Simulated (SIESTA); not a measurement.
In:

```
In
1.0
    -1.62547    1.62547    2.47370
     1.62547   -1.62547    2.47370
     1.62547    1.62547   -2.47370
In
1
Direct
  0.00000 0.00000 0.00000
```

Base run:

```yaml
Program: SIESTA 5.4.2
Functional: PBE
Potentials_or_basis: PseudoDojo 0.4 standard (PBE files)
Basis: DZP (energy shift 0.003 Ry; two zetas on semicore shells)
Grid_cutoff: 500 Ry
Energy_shift: 0.003 Ry
k_mesh: 11 × 11 × 11
Occupations: fermi-dirac, width 0.05 eV
Spin: no spin polarisation
```

Its results: band gap on the k mesh none (metal or under the smearing width); pressure 2.4 GPa.

Question: The run is repeated on the same cell with these changes: functional from PBE to vdW-DF. What comes out?

Answer: Band gap on the k mesh none (metal or under the smearing width); pressure 6.1 GPa.

Caveats: the basis of atomic orbitals isn't converged, which shifts pressures, moduli and gaps; the potentials were made for another functional, which shifts forces and pressure (some runs).
